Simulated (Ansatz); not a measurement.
**BaTiO₃ under compression: one row to predict**

It was relaxed at this level from a cell as deposited in COD.

Theory: DFT PBE, scalar-relativistic, plane waves, PAW (Ansatz). Cutoff 420 eV, Γ-centred 6×6×6 mesh (5-atom cell), Gaussian smearing of 0.02 eV, no spin polarisation.

```
Ba Ti O
1.0
     2.86290    1.65289    2.35635
    -2.86290    1.65289    2.35635
     0.00000   -3.30579    2.35635
Ba Ti O
1 1 3
Direct
  0.00501 0.00501 0.00501
  0.51917 0.51917 0.51917
  0.48837 0.48837 0.97779
  0.48837 0.97779 0.48837
  0.97779 0.48837 0.48837
```

The cell was set to several volumes, with shape and atoms relaxed at each where symmetry leaves them free. Pressure is positive in compression, and energies count from the lowest row.

| row | V (Å³/atom) | P (GPa) | ΔE (meV/atom) | gap on mesh (eV) |
| --- | --- | --- | --- | --- |
| 1 | 11.775 | 19.88 | 82.0 | 1.99 |
| 2 | 12.176 | 12.66 | 41.8 | 2.05 |
| 3 | 12.578 | ? | ? | ? |
| 4 | 12.979 | 3.25 | 4.0 | 2.44 |
| 5 | 13.380 | 0.02 | 0.0 | 2.63 |
| 6 | 13.782 | -2.49 | 3.2 | 2.80 |
| 7 | 14.183 | -4.46 | 12.0 | 2.93 |
| 8 | 14.719 | -6.37 | 30.3 | 3.05 |

Question: Find B = −V·ΔP/ΔV from rows 4 and 6 and from rows 1 and 2, and from the two its slope B′ and its value B0 at zero pressure.

Answer: Rows 4 and 6 give −(12.979 + 13.782)/2 × (-2.49 − (3.25))/(13.782 − 12.979) = 95.6 GPa at a mean pressure of 0.38 GPa. Rows 1 and 2 give −(11.775 + 12.176)/2 × (12.66 − (19.88))/(12.176 − 11.775) = 215.6 GPa at a mean pressure of 16.27 GPa. So B′ = (215.6 − 95.6)/(16.27 − (0.38)) = 7.55 and B0 = 95.6 − 7.55 × (0.38) = 92.7 GPa. A third-order Birch–Murnaghan fit to all the energies gives B0 = 95.3 GPa and B′ = 7.5.

Question: Estimate the pressure and energy of row 3.

Answer: From row 5, V0 = 13.380 × (1 + (0.02)/92.7) = 13.383 Å³/atom. Murnaghan's form P = (B0/B′)·[(V0/V)^B′ − 1] gives (92.7/7.55) × [(13.383/12.578)^7.55 − 1] = 7.33 GPa; the computed pressure is 7.37 GPa, so the estimate is off by -0.04 GPa. The work of compression from row 4, with the mean of the two pressures, gives ΔE = 4.0 + (7.33 + 3.25)/2 × (12.979 − 12.578)/160.2 × 1000 = 17.2 meV/atom (1 eV/Å³ = 160.2 GPa); the computed value is 17.0 meV/atom.

Question: Fit the gap against pressure through the other rows and estimate it at the computed pressure of row 3.

Answer: Over the 7 rows the mean pressure is 3.2129 GPa and the mean gap is 2.556 eV. The sums of products of deviations are S_xx = 560.5 and S_xy = -23.45, so the slope is -23.45/560.5 = -0.04184 (r = -0.97, rms misfit 0.09 eV). At 7.37 GPa the line gives 2.556 + (-0.04184) × (7.37 − 3.2129) = 2.38 eV. The computed value is 2.25 eV, so the line is off by +0.13 eV, about as much as the largest miss among the fitted rows (0.13 eV).

Kohn–Sham gaps at this level usually fall short of measured ones. All volumes keep the k mesh of the relaxed cell. A later test with randomly moved atoms came back to the same energy, though modes that don't fit the test's cell weren't probed.
